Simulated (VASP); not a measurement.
# Ni (Fm-3m) in VASP: a series of runs

One crystal, Ni, is run at these levels: PBE; tasks: relaxation of cell and atoms.

Everything below comes from runs of VASP 6.6.1. Logs are shortened: lines on timing, memory, paths and dates and some standing lists are left out, and cuts for length are marked.

## 1. The crystal as given

The structure is cubic, space group Fm-3m (No. 225). The conventional cell has a = 3.524 Å, b = 3.524 Å, c = 3.524 Å, α = 90.00°, β = 90.00°, γ = 90.00°. Around Ni (site symmetry m-3m) lie 12 Ni at 2.49 Å.

## 2. Relaxation of cell and atoms, PBE, collinear spin, ferromagnetic start

INCAR

```
PREC = Accurate
ENCUT = 700
EDIFF = 1E-7
ISMEAR = 0
SIGMA = 0.1
LREAL = False
LASPH = True
NELM = 150
ALGO = Normal
ISIF = 3
LWAVE = False
LCHARG = False
ISPIN = 2
MAGMOM = 0.8
LORBIT = 11
LMAXMIX = 4
GGA = PE
IBRION = 2
NSW = 80
EDIFFG = -0.002
```

KPOINTS

```
Automatic mesh
0
Gamma
  20 20 20
```

POSCAR

```
Ni
1.0
    0.0000000000      1.7619350000      1.7619350000
    1.7619350000      0.0000000000      1.7619350000
    1.7619350000      1.7619350000      0.0000000000
Ni
1
Direct
    0.0000000000      0.0000000000      0.0000000000
```

Potentials or basis: VASP PAW PBE potentials, release 64 (Ni).

On the command line:

```sh
cat potpaw_PBE.64/Ni/POTCAR > POTCAR
mpirun -np 1 vasp_std > vasp.out
```

OUTCAR:

```text
PREC = Accurate
   ENCUT = 700
   EDIFF = 1E-7
   ISMEAR = 0
   LREAL = False
   LASPH = True
   NELM = 150
   ISIF = 3
   ISPIN = 2
   LORBIT = 11
   GGA = PE
   IBRION = 2
   NSW = 80
   EDIFFG = -0.002

 ion  position               nearest neighbor table
   1  0.000  0.000  0.000-

  LATTYP: Found a face centered cubic cell.
 ALAT       =     3.5238700000

  Lattice vectors:

 A1 = (   0.0000000000,   1.7619350000,   1.7619350000)
 A2 = (   1.7619350000,   0.0000000000,   1.7619350000)
 A3 = (   1.7619350000,   1.7619350000,   0.0000000000)

Analysis of symmetry for initial positions (statically):
=====================================================================
 Subroutine PRICEL returns:
 Original cell was already a primitive cell.

 Routine SETGRP: Setting up the symmetry group for a
 face centered cubic supercell.

 Subroutine GETGRP returns: Found 48 space group operations
 (whereof 48 operations were pure point group operations)
 out of a pool of 48 trial point group operations.

The static configuration has the point symmetry O_h .

Analysis of symmetry for dynamics (positions and initial velocities):
=====================================================================
 Subroutine PRICEL returns:
 Original cell was already a primitive cell.

 Routine SETGRP: Setting up the symmetry group for a
 face centered cubic supercell.

 Subroutine GETGRP returns: Found 48 space group operations
 (whereof 48 operations were pure point group operations)
 out of a pool of 48 trial point group operations.

The dynamic configuration has the point symmetry O_h .

Analysis of structural, dynamic, and magnetic symmetry:
=====================================================================
 Subroutine PRICEL returns:
 Original cell was already a primitive cell.

 Routine SETGRP: Setting up the symmetry group for a
 face centered cubic supercell.

 Subroutine GETGRP returns: Found 48 space group operations
 (whereof 48 operations were pure point group operations)
 out of a pool of 48 trial point group operations.

The overall configuration has the point symmetry O_h .

 Subroutine INISYM returns: Found 48 space group operations
 (whereof 48 operations are pure point group operations),
 and found     1 'primitive' translations

----------------------------------------------------------------------------------------

                                     Primitive cell

  volume of cell :      10.9396

  direct lattice vectors                    reciprocal lattice vectors
     0.000000000  1.761935000  1.761935000    -0.283778914  0.283778914  0.283778914
     1.761935000  0.000000000  1.761935000     0.283778914 -0.283778914  0.283778914
     1.761935000  1.761935000  0.000000000     0.283778914  0.283778914 -0.283778914

  length of vectors
     2.491752373  2.491752373  2.491752373     0.491519496  0.491519496  0.491519496

  position of ions in fractional coordinates (direct lattice)
     0.000000000  0.000000000  0.000000000

  ion indices of the primitive-cell ions
   primitive index   ion index
                 1           1

----------------------------------------------------------------------------------------

 KPOINTS: Automatic mesh

Automatic generation of k-mesh.
 Grid dimensions read from file:
 generate k-points for:   20   20   20

 Generating k-lattice:

  Cartesian coordinates                     Fractional coordinates (reciprocal lattice)
    -0.014188946  0.014188946  0.014188946     0.050000000  0.000000000  0.000000000
     0.014188946 -0.014188946  0.014188946     0.000000000  0.050000000  0.000000000
     0.014188946  0.014188946 -0.014188946     0.000000000  0.000000000  0.050000000

  Length of vectors
     0.024575975  0.024575975  0.024575975

  Shift w.r.t. Gamma in fractional coordinates (k-lattice)
     0.000000000  0.000000000  0.000000000

 Subroutine IBZKPT returns following result:
 ===========================================

 Found    256 irreducible k-points:

 Following reciprocal coordinates:
            Coordinates               Weight
  0.000000  0.000000  0.000000      1.000000
  0.050000  0.000000  0.000000      8.000000
  0.100000  0.000000  0.000000      8.000000
  0.150000  0.000000  0.000000      8.000000
  0.200000  0.000000  0.000000      8.000000
  0.250000  0.000000  0.000000      8.000000
[... 16 lines left out ...]
 -0.400000  0.050000  0.000000     24.000000
 -0.350000  0.050000  0.000000     24.000000
 [... further k-points ...]
   k-points           NKPTS =    256   k-points in BZ     NKDIM =    256   number of bands    NBANDS=      9
   number of dos      NEDOS =    301   number of ions     NIONS =      1
   total plane-waves  NPLWV =  13824
   dimension x,y,z NGX =    24 NGY =   24 NGZ =   24
   dimension x,y,z NGXF=    48 NGYF=   48 NGZF=   48
   ions per type =               1
   NGX,Y,Z   is equivalent  to a cutoff of  16.01, 16.01, 16.01 a.u.
   NGXF,Y,Z  is equivalent  to a cutoff of  32.02, 32.02, 32.02 a.u.
 SYSTEM =  unknown system
   PREC   = accura    normal or accurate (medium, high low for compatibility)
   ISTART =      0    job   : 0-new  1-cont  2-samecut
   ICHARG =      2    charge: 1-file 2-atom 10-const
   ISPIN  =      2    spin polarized calculation?
   LNONCOLLINEAR =      F non collinear calculations
   LSORBIT =      F    spin-orbit coupling
   LASPH  =      T    aspherical Exc in radial PAW
   ENCUT  =  700.0 eV  51.45 Ry    7.17 a.u.   5.38  5.38  5.38*2*pi/ulx,y,z
   NELM   =    150;   NELMIN=  2; NELMDL= -5     # of ELM steps
   EDIFF  = 0.1E-06   stopping-criterion for ELM
   LREAL  =      F    real-space projection
   EDIFFG = -.2E-02   stopping-criterion for IOM
   NSW    =     80    number of steps for IOM
   IBRION =      2    ionic relax: 0-MD 1-quasi-New 2-CG
   NFREE  =      1    steps in history (QN), initial steepest desc. (CG)
   ISIF   =      3    stress and relaxation
   ISYM   =      2    0-nonsym 1-usesym 2-fastsym
   POTIM  = 0.5000    time-step for ionic-motion
   TEBEG  =    0.0;   TEEND  =   0.0 temperature during run
   PSTRESS=    0.0 pullay stress
   NELECT =      10.0000    total number of electrons
   NUPDOWN=      -1.0000    fix difference up-down
   EMIN   =  10.00;   EMAX   =-10.00  energy-range for DOS
   EFERMI =   0.00;   METHOD = LEGACY
   ISMEAR =     0;   SIGMA  =   0.10  broadening in eV -4-tet -1-fermi 0-gaus
   EFERMI_NEDOS =   21; number of points for ismear=-14 and -15
   IALGO  =     38    algorithm
   IMIX   =      4    mixing-type and parameters
     AMIX     =   0.40;   BMIX     =  1.00
     AMIX_MAG =   1.60;   BMIX_MAG =  1.00
  volume/ion in A,a.u.               =      10.94        73.82
  Fermi-wavevector in a.u.,A,eV,Ry     =   1.588821  3.002436 34.345893  2.524352
  Thomas-Fermi vector in A             =   2.687765
   LORBIT       =     11    0 simple, 1 ext, 2 COOP (PROOUT), +10 PAW based schemes
   GGA     = PE    functional components
   LHFCALC =     F    Hartree Fock is set to
   AEXX    =    0.0000 exact exchange contribution
   IVDW    =     0    specifies the selected vdW correction
   LEPSILON=     F    determine dielectric tensor
   LRPA    =     F    only Hartree local field effects (RPA)
 conjugate gradient relaxation of ions
 spin polarized calculation
 Gauss-broadening in eV      SIGMA  =   0.10
  energy-cutoff  :      700.00
  volume of cell :       10.94
 maximum number of plane-waves:       477
 NGX is ok and might be reduce to    24
   NGX = 11   NGY = 11   NGZ = 11

--------------------------------------- Ionic step        1  -------------------------------------------

 number of electron      10.0000001 magnetization       0.6288297

 Free energy of the ion-electron system (eV)
  ---------------------------------------------------
  ext. energy  EPLUGINS =         0.00000000
  ---------------------------------------------------
  free energy    TOTEN  =        -5.47463072 eV

  energy without entropy =       -5.46581010  energy(sigma->0) =       -5.47022041

------------------------ aborting loop because EDIFF is reached ----------------------------------------

  FORCE on cell =-STRESS in cart. coord.  units (eV):
  Direction    XX          YY          ZZ          XY          YZ          ZX
  --------------------------------------------------------------------------------------
  -------------------------------------------------------------------------------------
  Total       -0.0671105     -0.0671105     -0.0671105      0.0000000      0.0000000     -0.0000000
  in kB       -9.8288174     -9.8288174     -9.8288174      0.0000000      0.0000000     -0.0000000
  external PRESSURE =      -9.8288174 kB  Pullay stress =       0.0000000 kB
[... 55 lines left out ...]
  energy  without entropy=       -5.4659228612  energy(sigma->0) =       -5.47028375

--------------------------------------- Ionic step        3  -------------------------------------------

 number of electron      10.0000001 magnetization       0.6282816

 Free energy of the ion-electron system (eV)
  ---------------------------------------------------
  ext. energy  EPLUGINS =         0.00000000
  ---------------------------------------------------
  free energy    TOTEN  =        -5.47479608 eV

  energy without entropy =       -5.46602606  energy(sigma->0) =       -5.47041107

 E-fermi :   9.3703     XC(G=0): -13.2524

 val. band max:        9.3696683087   @ k =  -0.4500   0.5000   0.0500
 cond. band min:       9.3703957080   @ k =   0.4000   0.0000   0.0000
 fundamental gap:      0.0007273992
 Fermi energy:         9.3703404006

 spin component 1

 k-point     1 :       0.0000    0.0000    0.0000
  band No.  band energies     occupation
      1       0.3630      1.00000
      2       6.9319      1.00000
      3       6.9319      1.00000
      4       6.9319      1.00000
      5       8.1099      1.00000
      6       8.1099      1.00000
      7      33.0899      0.00000
      8      36.9461      0.00000
      9      36.9461      0.00000
[... 265 lines left out ...]
 k-point    24 :      -0.3500    0.0500    0.0000
  band No.  band energies     occupation
      1       4.1891      1.00000
      2       7.0198      1.00000
      3       7.0746      1.00000
      4       7.1957      1.00000
      5       8.4394      1.00000
      6       8.7890      1.00000
      7      18.5057      0.00000
      8      31.0490      0.00000
      9      33.4143      0.00000

 [... further k-points ...]

 spin component 2

 k-point     1 :       0.0000    0.0000    0.0000
  band No.  band energies     occupation
      1       0.3271      1.00000
      2       7.6894      1.00000
      3       7.6894      1.00000
      4       7.6894      1.00000
      5       8.6962      1.00000
      6       8.6962      1.00000
      7      32.9256      0.00000
      8      36.9262      0.00000
      9      36.9262      0.00000
[... 304 lines left out ...]
  FREE ENERGIE OF THE ION-ELECTRON SYSTEM (eV)
  ---------------------------------------------------
  free  energy   TOTEN  =        -5.4747960760 eV

  energy  without entropy=       -5.4660260631  energy(sigma->0) =       -5.47041107

 reached required accuracy - stopping structural energy minimisation

 total charge

# of ion       s       p       d       tot
------------------------------------------
    1        0.497   0.497   8.314   9.309

 magnetization (x)

# of ion       s       p       d       tot
------------------------------------------
    1       -0.007  -0.025   0.672   0.640
```

It took 75 s on 1 thread of Intel Xeon 6975P-C (Granite Rapids), shared host; peak memory 0.2 GiB.

Results:

```yaml
Free_energy: -5.4748 eV
Relaxed_volume: 10.89 Å³/atom
Relaxed_cell: a = 2.488 Å, b = 2.488 Å, c = 2.488 Å, α = 60.00°, β = 60.00°, γ = 60.00°
Space_group_after_relaxing_to_0.05_Å: Fm-3m (No. 225)
Energy_gained_by_relaxing: 0.2 meV/atom
Ionic_steps: 3
Pressure_after_relaxing: 0.0 GPa
Band_gap_on_the_k_mesh: none (metal or under the smearing width)
Net_moment: 0.63 μB per cell
Site_moments: Ni +0.64 μB
Valence_electrons_inside_the_program's_atomic_spheres: Ni 9.31
```

Step by step:
| step | energy change (eV) | largest force (eV/Å) | pressure (GPa) | volume (Å³) |
| --- | --- | --- | --- | --- |
| 1 | 0.0000 | 0.0000 | -0.98 | 10.94 |
| 2 | 0.0000 | 0.0000 | 0.96 | 10.83 |
| 3 | -0.0002 | 0.0000 | 0.01 | 10.89 |

Final structure:
```cif
data_structure
_symmetry_space_group_name_H-M 'P 1'
_symmetry_Int_Tables_number 1
_cell_length_a 2.4876
_cell_length_b 2.4876
_cell_length_c 2.4876
_cell_angle_alpha 60.000
_cell_angle_beta 60.000
_cell_angle_gamma 60.000
_cell_volume 10.89
loop_
_atom_site_label
_atom_site_type_symbol
_atom_site_fract_x
_atom_site_fract_y
_atom_site_fract_z
_atom_site_occupancy
Ni1 Ni 0.00000 0.00000 0.00000 1
```

## 3. Relaxation of cell and atoms, PBE, collinear spin, ferromagnetic start

This run uses another cell than the first one, of 10.89 Å³/atom, 0.995 times its volume.

INCAR is that of step 2.

KPOINTS is that of step 2.

POSCAR

```
Ni                                      
1.0
   -0.0000000000      1.7590132656      1.7590132656
    1.7590132656      0.0000000000      1.7590132656
    1.7590132656      1.7590132656     -0.0000000000
  Ni            
     1
Direct
     0.0000000000000000    0.0000000000000000    0.0000000000000000
```

Potentials or basis: VASP PAW PBE potentials, release 64 (Ni).

On the command line:

```sh
cat potpaw_PBE.64/Ni/POTCAR > POTCAR
mpirun -np 1 vasp_std > vasp.out
```

It took 34 s on 1 thread of Intel Xeon 6975P-C (Granite Rapids), shared host; peak memory 0.2 GiB.

Results (log left out):

```yaml
Free_energy: -5.4748 eV
Pressure_after_relaxing: 0.0 GPa
Band_gap_on_the_k_mesh: none (metal or under the smearing width)
Net_moment: 0.63 μB per cell
Site_moments: Ni +0.64 μB
Valence_electrons_inside_the_program's_atomic_spheres: Ni 9.31
```

Final structure:
```xyz
1
Lattice="0.0000 1.7590 1.7590 1.7590 0.0000 1.7590 1.7590 1.7590 0.0000" Properties=species:S:1:pos:R:3 pbc="T T T"
Ni    0.0000    0.0000    0.0000
```

Levels at points of the mesh, in eV from the Fermi level:
Spin up:
| k point | band 1 | band 2 | band 3 | band 4 | band 5 | band 6 | band 7 | band 8 | band 9 |
| --- | --- | --- | --- | --- | --- | --- | --- | --- | --- |
| (0.00, 0.00, 0.00) | -9.01 | -2.44 | -2.44 | -2.44 | -1.26 | -1.26 | 23.72 | 27.58 | 27.58 |
| (0.50, 0.00, 0.00) | -4.84 | -2.42 | -2.42 | -0.61 | -0.61 | -0.29 | 5.65 | 22.21 | 24.66 |
| (0.50, 0.50, 0.00) | -4.65 | -4.20 | -0.55 | -0.48 | -0.48 | 2.45 | 9.21 | 14.82 | 14.82 |
Spin down:
| k point | band 1 | band 2 | band 3 | band 4 | band 5 | band 6 | band 7 | band 8 | band 9 |
| --- | --- | --- | --- | --- | --- | --- | --- | --- | --- |
| (0.00, 0.00, 0.00) | -9.04 | -1.68 | -1.68 | -1.68 | -0.67 | -0.67 | 23.56 | 27.56 | 27.56 |
| (0.50, 0.00, 0.00) | -4.40 | -1.80 | -1.80 | -0.35 | 0.15 | 0.15 | 6.08 | 22.06 | 24.75 |
| (0.50, 0.50, 0.00) | -4.30 | -3.58 | 0.06 | 0.39 | 0.39 | 2.41 | 9.46 | 14.83 | 14.83 |

Caveat: the relaxation stopped at its first step, so nothing moved.
